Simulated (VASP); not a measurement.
WC: single point with PBEsol

The system is WC.

```
CELL_PARAMETERS angstrom
2.87674 0.00000 0.00000
-1.43837 2.49133 0.00000
0.00000 0.00000 2.91259
ATOMIC_POSITIONS crystal
W 0.00000 0.00000 0.00000
C 0.66667 0.33333 0.50000
```

The cell is a database's computed one.

The cell isn't the ideal one: uniaxial strain along c, a, b and atoms relaxed: +3.0 %.

- Program: VASP 6.6.1
- Task: single point
- Functional: PBEsol
- Potentials or basis: VASP PAW PBE potentials, release 64 (W_sv, C)
- Cutoff: 520 eV
- k mesh: 24 × 24 × 18
- Occupations: gaussian, width 0.1 eV
- Spin: no spin polarisation
- Dipole correction: no
- Further INCAR settings: ALGO = Fast; EDIFF = 1e-06; NBANDS = 16

```json
{"Pressure": "-5.7 GPa", "Band gap on the k mesh": "none (metal or under the smearing width)"}
```

Stress tensor (GPa, compression positive):
```
  3.30   0.00   0.00
  0.00   3.30   0.00
  0.00   0.00 -23.59
```

Levels at points of the mesh, in eV from the Fermi level:
```
           k point  band 6  band 7  band 8  band 9  band 10  band 11  band 12  band 13
(0.00, 0.00, 0.00)   -4.34   -3.02   -3.02   -0.21     3.17     3.17     5.50     5.50
(0.50, 0.00, 0.00)   -6.92   -3.95   -3.55   -0.17     2.20     4.76     5.27     6.66
(0.00, 0.00, 0.50)   -8.67   -1.60   -1.60   -0.59    -0.59     3.02     4.73     4.73
(0.50, 0.00, 0.50)   -6.42   -4.24   -3.98    0.23     4.66     5.02     6.60     9.16
```

Wall time 58 s on 1 thread of Intel(R) Xeon(R) 6975P-C (Granite Rapids), with other jobs on the host, peak memory 0.31 GiB.

Caveat: the PAW data sets were made with another functional, which shifts forces and pressure a little. Spin-orbit coupling is left out, which matters for the levels of W.
